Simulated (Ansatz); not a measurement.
Stackings of close-packed layers of Si (tetrahedral net, letters for double layers), each relaxed to a stress under 0.05 GPa; h and k mark layers whose two neighbours have the same or different letters; energies count from the stacking AB (P6_3/mmc).

The calculation used Ansatz 0.2.0, DFT PBE, scalar-relativistic, plane waves, PAW.

Cutoff 420 eV; k points 12×12×2 on the computed 18-atom cell (Γ-centred); Gaussian smearing, width 0.02 eV; no spin polarisation.

Start (ABACBCACB (hhkkhkhkk)):

```yaml
crystal:
  lattice:
    - [3.85146, 0.00000, 0.00000]
    - [-1.92573, 3.33546, 0.00000]
    - [0.00000, 0.00000, 28.64201]
  atoms:
    - { symbol: Si, position: [0.00000, 0.00000, 0.00000] }
    - { symbol: Si, position: [0.00000, 0.00000, 0.08333] }
    - { symbol: Si, position: [0.33333, 0.66667, 0.11111] }
    - { symbol: Si, position: [0.33333, 0.66667, 0.19444] }
    - { symbol: Si, position: [0.00000, 0.00000, 0.22222] }
    - { symbol: Si, position: [0.00000, 0.00000, 0.30556] }
    - { symbol: Si, position: [0.66667, 0.33333, 0.33333] }
    - { symbol: Si, position: [0.66667, 0.33333, 0.41667] }
    - { symbol: Si, position: [0.33333, 0.66667, 0.44444] }
    - { symbol: Si, position: [0.33333, 0.66667, 0.52778] }
    - { symbol: Si, position: [0.66667, 0.33333, 0.55556] }
    - { symbol: Si, position: [0.66667, 0.33333, 0.63889] }
    - { symbol: Si, position: [0.00000, 0.00000, 0.66667] }
    - { symbol: Si, position: [0.00000, 0.00000, 0.75000] }
    - { symbol: Si, position: [0.66667, 0.33333, 0.77778] }
    - { symbol: Si, position: [0.66667, 0.33333, 0.86111] }
    - { symbol: Si, position: [0.33333, 0.66667, 0.88889] }
    - { symbol: Si, position: [0.33333, 0.66667, 0.97222] }
```

**Question.** What does the relaxation give?

**Answer.** The free energy falls by 1 meV/atom.

* excess energy (meV/atom): -7.7
* spacing of like layers (Å): 3.168
* a (Å): 3.860
* gap on the mesh (eV): 0.58

Relaxed structure:
```
Si
1.0
     3.86009    0.00000    0.00000
    -1.93005    3.34294    0.00000
     0.00000    0.00000   28.51301
Si
18
Direct
  0.00000 0.00000 0.99964
  0.00000 0.00000 0.08324
  0.33333 0.66667 0.11120
  0.33333 0.66667 0.19480
  0.00000 0.00000 0.22268
  0.00000 0.00000 0.30567
  0.66667 0.33333 0.33342
  0.66667 0.33333 0.41641
  0.33333 0.66667 0.44426
  0.33333 0.66667 0.52793
  0.66667 0.33333 0.55576
  0.66667 0.33333 0.63868
  0.00000 0.00000 0.66652
  0.00000 0.00000 0.75018
  0.66667 0.33333 0.77804
  0.66667 0.33333 0.86102
  0.33333 0.66667 0.88877
  0.33333 0.66667 0.97177
```

Time: 4.6 min on 1 thread of Intel(R) Xeon(R) Platinum 8488C (Sapphire Rapids), with other jobs on the host, peak memory 0.91 GiB.